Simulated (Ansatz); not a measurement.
Runs of Ansatz 0.2.0 on Re. The structure is hexagonal, space group P6_3/mmc (No. 194). Conventional cell: a = 2.766 Å, b = 2.766 Å, c = 8.939 Å, α = 90.00°, β = 90.00°, γ = 120.00°. Around Re (site symmetry -6m2) lie 12 Re at 2.75 to 2.77 Å. Re (site symmetry -3m) has 12 Re at 2.75 to 2.77 Å as nearest neighbours. 

```tsv
task	level	cell	cutoff (eV)	points for each segment of the path	gap on the mesh (eV)	pressure (GPa)	relaxed volume (Å³/atom)
band structure	LDA	as given	420	14	none	-12.5	-
relaxation of cell and atoms	RPBE	relaxed	420	-	-	0.0	15.10
relaxation of cell and atoms	PBEsol	relaxed	420	-	-	0.0	14.55
relaxation of cell and atoms	r2SCAN	relaxed	500	-	none	0.0	(a)
```

Alike in all rows: potentials or basis Ansatz PAW; no spin polarisation; k mesh 11 × 11 × 3; smearing fermi-dirac 0.05 eV.

Problem. Estimate the missing entries.

Solution. (a) 14.69.

Caveats: the PAW data sets come from PBE, with cores solved anew for the run's functional, which leaves a small shift of forces and pressure; the plane-wave basis is chosen anew once the cell has moved, so the energies of steps on either side of that aren't comparable (some runs); spin-orbit coupling is left out, which moves the levels of the heavy elements (some runs).

A k mesh can miss the band edges, and the runs leave out spin-orbit coupling on Re.

A gap of «none» marks a metal or a gap under the smearing width.

Runs at the PBE level aren't shown here.
